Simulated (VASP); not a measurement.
A run of VASP 6.6.1 is set up as follows.

The input INCAR:

```
PREC = Accurate
ENCUT = 520
EDIFF = 1E-6
ISMEAR = 0
SIGMA = 0.03
LREAL = F
LASPH = T
NELM = 120
ALGO = All
ISIF = 2
LWAVE = F
LCHARG = F
LDIPOL = T
IDIPOL = 3
DIPOL = 0.5 0.5 0.500
METAGGA = R2SCAN
LMIXTAU = T
NBANDS = 27
LVHAR = T
LVACPOTAV = T
AMIN = 0.01
KPAR = 2
```

KPOINTS

```
regular mesh
0
Gamma
  9 9 1
```

The input POSCAR:

```
InSe                                    
1.0
    4.0278273701     -0.0000000000      0.0000000000
   -2.0139136850      3.4882008295      0.0000000000
    0.0000000000      0.0000000000     23.3577120000
  Se              In            
     2     2
Direct
     1.0000000000000000    0.0000000000000000    0.3846392772788204
     1.0000000000000000    0.0000000000000000    0.6152949470311379
     0.6666666699999979    0.3333333300000021    0.4401516181291428
     0.6666666699999979    0.3333333300000021    0.5597696275608990
```

Contents of KPOINTS_OPT:

```
explicit points
67
Reciprocal
 0.0000000000  0.0000000000  0.0000000000 1
 0.0357142900  0.0000000000  0.0000000000 1
 0.0714285700  0.0000000000  0.0000000000 1
 0.1071428600  0.0000000000  0.0000000000 1
 0.1428571400  0.0000000000  0.0000000000 1
 0.1785714300  0.0000000000  0.0000000000 1
 0.2142857100  0.0000000000  0.0000000000 1
 0.2500000000  0.0000000000  0.0000000000 1
 0.2857142900  0.0000000000  0.0000000000 1
 0.3214285700  0.0000000000  0.0000000000 1
 0.3571428600  0.0000000000  0.0000000000 1
 0.3928571400  0.0000000000  0.0000000000 1
 0.4285714300  0.0000000000  0.0000000000 1
 0.4642857100  0.0000000000  0.0000000000 1
 0.5000000000  0.0000000000  0.0000000000 1
 0.4791666700  0.0416666700  0.0000000000 1
 0.4583333300  0.0833333300  0.0000000000 1
 0.4375000000  0.1250000000  0.0000000000 1
 0.4166666700  0.1666666700  0.0000000000 1
 0.3958333300  0.2083333300  0.0000000000 1
 0.3750000000  0.2500000000  0.0000000000 1
 0.3541666700  0.2916666700  0.0000000000 1
 0.3333333300  0.3333333300  0.0000000000 1
 0.3137254900  0.3137254900  0.0000000000 1
 0.2941176500  0.2941176500  0.0000000000 1
 0.2745098000  0.2745098000  0.0000000000 1
 0.2549019600  0.2549019600  0.0000000000 1
 0.2352941200  0.2352941200  0.0000000000 1
 0.2156862700  0.2156862700  0.0000000000 1
 0.1960784300  0.1960784300  0.0000000000 1
 0.1764705900  0.1764705900  0.0000000000 1
 0.1568627500  0.1568627500  0.0000000000 1
 0.1372549000  0.1372549000  0.0000000000 1
 0.1176470600  0.1176470600  0.0000000000 1
 0.0980392200  0.0980392200  0.0000000000 1
 0.0784313700  0.0784313700  0.0000000000 1
 0.0588235300  0.0588235300  0.0000000000 1
 0.0392156900  0.0392156900  0.0000000000 1
 0.0196078400  0.0196078400  0.0000000000 1
 0.0000000000  0.0000000000  0.0000000000 1
 0.0000000000  0.0000000000  0.0000000000 1
 0.0076394400 -0.0038197200  0.0000000000 1
-0.0076394400  0.0038197200  0.0000000000 1
 0.0222816900 -0.0111408500  0.0000000000 1
-0.0222816900  0.0111408500  0.0000000000 1
-0.0000000000  0.0066159500  0.0000000000 1
 0.0000000000 -0.0066159500  0.0000000000 1
-0.0000000000  0.0192965100  0.0000000000 1
 0.0000000000 -0.0192965100  0.0000000000 1
 0.5000000000  0.0000000000  0.0000000000 1
 0.5076394400 -0.0038197200  0.0000000000 1
 0.4923605600  0.0038197200  0.0000000000 1
 0.5222816900 -0.0111408500  0.0000000000 1
 0.4777183100  0.0111408500  0.0000000000 1
 0.5000000000  0.0066159500  0.0000000000 1
 0.5000000000 -0.0066159500  0.0000000000 1
 0.5000000000  0.0192965100  0.0000000000 1
 0.5000000000 -0.0192965100  0.0000000000 1
 0.3333333300  0.3333333300  0.0000000000 1
 0.3409727700  0.3295136100  0.0000000000 1
 0.3256938900  0.3371530500  0.0000000000 1
 0.3556150200  0.3221924800  0.0000000000 1
 0.3110516400  0.3444741800  0.0000000000 1
 0.3333333300  0.3399492800  0.0000000000 1
 0.3333333300  0.3267173800  0.0000000000 1
 0.3333333300  0.3526298400  0.0000000000 1
 0.3333333300  0.3140368200  0.0000000000 1
```

Potentials or basis: VASP PAW PBE potentials, release 64 (Se, In_d).

Run with:

```console
$ cat potpaw_PBE.64/Se/POTCAR potpaw_PBE.64/In_d/POTCAR > POTCAR
$ mpirun -np 2 vasp_std > vasp.out
```

Q: Predict the band gap along the path.

A: 2.05 eV, indirect (least direct gap 2.10 eV).

Q: Estimate the largest force.

A: 0.190 eV/Å.

Q: What does it give for the ionisation potential of the upper face?

A: 6.30 eV.

Q: Estimate the band gap on the k mesh.

A: 2.05 eV, indirect (least direct gap 2.10 eV).

Forces on the atoms (eV/Å):
```
Se   0.000  0.000  0.186
Se   0.000  0.000 -0.188
In   0.000  0.000 -0.188
In   0.000  0.000  0.190
```

Caveat: the PAW data sets were made with another functional, which shifts forces and pressure a little; spin-orbit coupling is left out, which moves the levels of the heavy elements. r2SCAN opens gaps a little over a GGA but as a rule still falls short of measured ones.
